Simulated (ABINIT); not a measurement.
BAs, 2 atoms in the cell. Symmetry: F-43m, No. 216, cubic system. The conventional cell has a = 4.777 Å, b = 4.777 Å, c = 4.777 Å, α = 90.00°, β = 90.00°, γ = 90.00°. Around As (site symmetry -43m) lie 4 B at 2.07 Å. Around B (site symmetry -43m) lie 4 As at 2.07 Å. 

- Program: ABINIT 10.8.3 (patched build)
- Task: relaxation of cell and atoms
- Functional: WC
- Potentials or basis: PseudoDojo NC SR PBEsol v0.4.1 standard
- Cutoff: 1344 eV
- k mesh: 8 × 8 × 8
- Occupations: fermi-dirac, width 0.05 eV
- Spin: no spin polarisation
- Cell freedom (optcell): 2
- Optimiser (ionmov): 22
- Cutoff smearing ecutsm (Ha): 0.5
- Force stop (Ha/bohr): 2e-05

Potentials or basis: PseudoDojo NC SR PBEsol v0.4.1 standard.

Run with:

```bash
$ abinit run.abi > log 2>&1
```

Hardware: 1 thread of Arm Neoverse V2, on a shared host.

Q: How long does it take, and how much memory?

A: Run time: 100 s on 1 thread of Arm Neoverse V2, on a shared host, peak memory 0.1 GiB. Counts: scf iterations 29, k points 29, bands 13, plane waves 3874, ion steps 3.
